Hexagonal diamond has the fourfold-bonded carbon of ordinary diamond in a different stacking. Here its cell is scaled as a whole, so the volume per atom and the shortest distance d grow while the shape c/a stays fixed. The gap on mesh runs from the highest filled to the lowest empty level, wherever in the crystal's momentum space each lies. The direct gap allows no change of momentum.

GPAW 26.7.0, PBE with GPAW PAW data sets (gpaw-data 1.2.1), for hexagonal diamond (4 atoms per cell) in uniformly scaled cells without relaxation. The plane-wave cutoff is 650 eV, the k mesh 5 × 5 × 3 and the Fermi–Dirac smearing 0.001 eV, without spin polarisation or spin–orbit coupling. Both gaps are between Kohn–Sham levels at points of the mesh.

```
volume (Å³/atom)     c/a  shortest distance (Å)  gap on mesh (eV)  direct gap on mesh (eV)
           5.332  1.6330                  1.513             4.132                    4.849
           5.445  1.6330                  1.524             4.182                    4.818
           5.559  1.6330                  1.534             4.229                    4.788
           5.672  1.6330                  1.544             4.273                    4.758
           5.786  1.6330                  1.555             4.282                    4.728
           5.899  1.6330                  1.565             4.237                    4.698
           6.012  1.6330                  1.575             4.193                    4.668
```

**(a) Which gap is larger, and what does that say about the crystal?**

The direct gap is larger at every volume, so the smallest gap found is indirect. The highest filled level lies at Γ, the point of zero crystal momentum, and the lowest empty one lies elsewhere. An electron crossing the smallest gap must therefore also change its momentum, usually with the help of a lattice vibration.

**(b) Why does the direct gap shrink as the crystal is stretched?**

The direct gap lies at Γ and, in the usual bond picture, separates bonding from antibonding states. Longer bonds mean weaker overlap and a smaller splitting, which gives the right direction.

The size is another matter. A simple rule, in which such splittings go as 1/d², would make the gap fall by 0.38 eV over the series, but it falls by only 0.18 eV.

The stored levels at Γ show where the rest goes. Some of them come in pairs of equal energy. Take the two filled pairs and the two lowest empty pairs: the gap lies between the inner two. From 5.445 to 5.899 Å³/atom, the middle of the filled pairs and the middle of the empty pairs approach each other by 0.44 eV, nearly as much as the rule asks. But the two filled pairs also draw together, and so do the two empty ones. That moves the edges of the gap apart by 0.32 eV, so the gap falls by only 0.12 eV. Such pairs are expected to be split by the sideways overlap of p orbitals, which weakens with distance too.

**(c) Why does the gap on mesh rise and then fall?**

Two empty levels compete. Call A the one at (0.4, 0.4, 0) and B the one at (0.4, 0, 0), in units of the reciprocal lattice. At 5.445 Å³/atom the stored levels put A 4.182 eV above the valence top and B 4.417 eV above it. At 5.899 Å³/atom B has sunk to 4.237 eV, while A has risen and now lies above it.

The gap on mesh is always the lower of the two, so it climbs with A until B undercuts it. The crystal structure doesn't change. Why A and B respond in opposite ways is left open, because the results don't show which orbitals form them. A's rise does show that "longer bonds, smaller gap" is no general law.

**(d) Can a simple model predict the level that the table hides?**

For small strains, each gap should change in proportion to ln V, where V is the volume per atom. The slope is a relative deformation potential: the gap's change per unit of relative volume change. Least squares on the first four rows gives

gap to A = 4.274 eV + 2.28 eV × ln(V / 5.672 Å³)

At 5.899 Å³ the logarithm is 0.039, so the gap to A should be 4.274 + 0.089 = 4.363 eV. The stored value, which took no part in the fit, is 4.351 eV. The line is about 0.01 eV too high on a true rise of about 0.08 eV, because A's climb slows as the crystal expands.

A second line through the last three rows has a slope of −2.32 eV. The two lines cross at 5.74 Å³/atom, between the fourth and fifth rows. The same reasoning carries over to other crystals: find how fast each low empty level moves against the valence top, then follow the lowest.

**(e) What does pressure do?**

A second-order Birch–Murnaghan curve through the seven total energies gives a bulk modulus of 433 GPa, which measures the resistance to compression. Dividing a slope by it, with the sign reversed, turns volume into pressure. Near zero pressure, and with c/a held fixed, the direct gap then widens by 1.51 eV / 433 GPa, or about 3.5 meV per GPa. The gap to A narrows by about 5 meV per GPa, so squeezing drives the direct gap and the gap to A further apart. At high pressure both rates should be smaller, because a compressed crystal is stiffer.

**(f) Would a finer mesh keep the maximum?**

Probably not. The mesh misses the point K at (1/3, 1/3, 0), which lies close to A. Established calculations place the lowest empty level of this crystal at K. The gap on mesh is thus an upper bound to the smallest gap in the same potential. If K stays lowest throughout, the gap follows K alone and the kink disappears. The direct gap at Γ is safer, since Γ is on the mesh.

**(g) Which digits can be trusted?**

The third decimal serves to compare neighbouring rows, which change smoothly along each branch. It doesn't fix the true gap, because PBE is known to make gaps too small. A G0W0 correction on the same cells widens the gap on mesh by about 1.2 eV.

The correction also steepens the direct gap's slope from −1.5 to −2.0 eV, so even the response to strain depends on the level of theory. These G0W0 values are themselves provisional, as their extrapolation to a complete basis is poor. The sign of the direct gap's response is the same at both levels; its size is known less well.
